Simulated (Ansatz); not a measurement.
InSb, DFT, PBE, all-electron PAW with datasets made for the crystal, scalar-relativistic (Ansatz 0.2.0), run on 1 thread of Intel(R) Xeon(R) Platinum 8488C (Sapphire Rapids) on a shared host.

The geometry is COD entry 1525500, unchecked; take it as a test cell. The listed cell was then made from it by scaling, straining or moving an atom.

Command: `ansatz run input.yaml --threads 1 --pin off --max-ram 4096MiB --backend cpu --events-out ev --progress --plain --runs-dir out`

```yaml
crystal:
  lattice:
    - [5.24986, 0.0, 0.0]
    - [0.0, 5.59776, 0.0]
    - [0.0, 0.0, 3.063]
  atoms:
    - { symbol: In, position: [0.0, 0.0, 0.0] }
    - { symbol: In, position: [0.5, 0.5, 0.0] }
    - { symbol: Sb, position: [0.5, 0.0, 0.835] }
    - { symbol: Sb, position: [0.0, 0.5, 0.165] }
kpoints:
  mp_grid: { grid: [6, 6, 11] }
scf:
  occupations: { method: fermi_dirac, width: 0.08 }
hamiltonian:
  xc: pbe
  pseudopotentials: { kind: all_electron, datasets: crystal }
output:
  forces: true
  stress: true
  eigenvalues: true
  efg: { contact_densities: true }
```

(1) How large is the problem that the program sets up?

(2) Estimate the wall time and the peak memory.

(3) And the same cell and mesh by PAW (frozen-core files), asked for forces, stress, eigenvalues, efg, write_density, write_potential, elf, on the same hardware?

## Answers

(1) 96 irreducible k-points, 965 plane waves at Γ, 34 bands.

(2) 35 s of wall time for 9 SCF iterations, with a peak of 1.1 GiB. Times on shared machines scatter by tens of per cent.

(3) 15 s, peak memory 0.6 GiB.
